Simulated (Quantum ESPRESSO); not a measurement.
YN:

```xyz
2
Lattice="0.0000 2.4385 2.4385 2.4385 0.0000 2.4385 2.4385 2.4385 0.0000" Properties=species:S:1:pos:R:3 pbc="T T T"
Y     0.0000    0.0000    0.0000
N     2.4385    2.4385    2.4385
```

Program: Quantum ESPRESSO 7.5. Alike in all runs: task band structure; no spin polarisation; cell as given; smearing fermi-dirac 0.05 eV.

Task: Order these runs on this cell by their pressure, lowest first.
A. level r2SCAN; potentials or basis SG15 PBE 1.2; k mesh 7 × 7 × 7; cutoff (eV) 1197; symmetry off; SCF threshold 1e-08 Ry
B. level PBEsol; potentials or basis GBRV 1.5 PBEsol; k mesh 9 × 9 × 9; cutoff (eV) 612; SCF threshold 4e-10 Ry
C. level LDA; potentials or basis GBRV 1.5 LDA; k mesh 9 × 9 × 9; cutoff (eV) 612; SCF threshold 4e-10 Ry; form of the LDA correlation PZ81

Result: C (-5.9 GPa), B (-2.1 GPa), A (2.0 GPa).

Caveats: the potentials were made for another functional, which shifts forces and pressure (some runs).
